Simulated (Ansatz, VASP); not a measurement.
One calculation of CaSe, two programs

```xyz
2
Lattice="0.0000 2.9560 2.9560 2.9560 0.0000 2.9560 2.9560 2.9560 0.0000" Properties=species:S:1:pos:R:3 pbc="T T T"
Ca    0.0000    0.0000   -0.3750
Se    2.9560    2.9560    2.9560
```

Change from the starting cell: all Ca atoms moved +0.375 Å, as atom 1 towards its neighbour atom 2 (Se) at 2.956 Å.

Alike in both runs: task single point; functional PBE; k mesh 8 × 8 × 8; occupations gaussian, width 0.05 eV; no spin polarisation.

|  | VASP | Ansatz |
| --- | --- | --- |
| version | VASP 6.6.1 | Ansatz 0.2.0 |
| potentials or method | VASP PAW PBE potentials, release 64 (Ca_sv, Se) | scalar-relativistic, plane waves, PAW |
| plane-wave cutoff (eV) | 520 | 420 |
| valence electrons in the cell | 16 | 26 |

|  | VASP | Ansatz | Ansatz less VASP |
| --- | --- | --- | --- |
| gap on the k mesh at the Fermi level (eV) | 2.28 | 2.29 | +0.009 |
| least direct gap on the mesh (eV) | 3.00 | 3.01 | +0.009 |
| pressure (GPa) | 4.2 | 4.0 | -0.20 |
| largest component of the traceless stress (GPa) | 6.80 | 6.72 | -0.086 |
| rms of the force components (eV/Å) | 1.018 | 1.004 | -0.0145 |

Atom by atom the forces differ by 0.014 eV/Å (rms over components). With one functional, cell and mesh, what is left measures potentials, basis and numerics. The two sets of potentials don't hold the same shells in valence.

Caveats: forces of over 1 eV/Å show positions far from the minimum, so gaps and moduli don't describe the material at rest. A k mesh can miss the band edges.
